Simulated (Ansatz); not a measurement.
# Formation energy of CdI2-type TiSe₂

Method: PBEsol, scalar-relativistic; no spin polarisation; PAW, 420 eV, Γ-centred 10×10×6 mesh, 0.05 eV Gaussian smearing; code Ansatz. The datasets are Ansatz's generated set soft_2.

The compound is reported in the structure type of the start.

The structure is trigonal, space group P-3m1 (No. 164). The conventional cell has a = 3.477 Å, b = 3.477 Å, c = 5.935 Å, α = 90.00°, β = 90.00°, γ = 120.00°. Ti (site symmetry -3m) is surrounded by 6 Se at 2.53 Å. Se (site symmetry 3m) has 3 Ti at 2.53 Å as nearest neighbours. (Shells end 15 % past the nearest neighbour.)

The elements were computed in their standard states with the same datasets, cutoff and functional. Total energies depend on the potentials used, so only differences within one code and one set of settings carry meaning.

Energy of the relaxed cell (3 atoms, smearing extrapolated to zero): -13325.746 eV. Elements, in eV/atom: Ti -2473.896, Se -5424.207.

What is the formation energy?

[-13325.746 − (1 × -2473.896 + 2 × -5424.207)] / 3 = -1.14 eV/atom, or -110 kJ per mole of atoms.

The value is for 0 K, without zero-point energy. Uncorrected semilocal values for oxides, chalcogenides and halides often miss by tenths of an eV an atom. A negative value shows stability against the elements alone, not against other compounds or structures.

The structure is layered, and this functional has no dispersion term, so the layers' spacing is poorly fixed, often too long, and so is what hangs on it.
